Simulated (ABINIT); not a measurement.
Pd:

```
Pd
1.0
     0.00000    1.94650    1.94650
     1.94650    0.00000    1.94650
     1.94650    1.94650    0.00000
Pd
1
Direct
  0.00000 0.00000 0.00000
```

Base run:

* Program: ABINIT 10.8.3 (patched build)
* Functional: PW91
* Potentials or basis: JTH PAW PBE v2.0
* Cutoff: 626 eV
* k mesh: 12 × 12 × 12
* Occupations: fermi-dirac, width 0.05 eV
* Spin: no spin polarisation

Its results: band gap on the k mesh none (metal or under the smearing width); pressure 6.9 GPa.

The run is repeated on the same cell with these changes: functional from PW91 to BP86. What comes out?

Band gap on the k mesh none (metal or under the smearing width); pressure 7.7 GPa.

Caveats: the PAW data sets were made with another functional, which shifts forces and pressure a little.
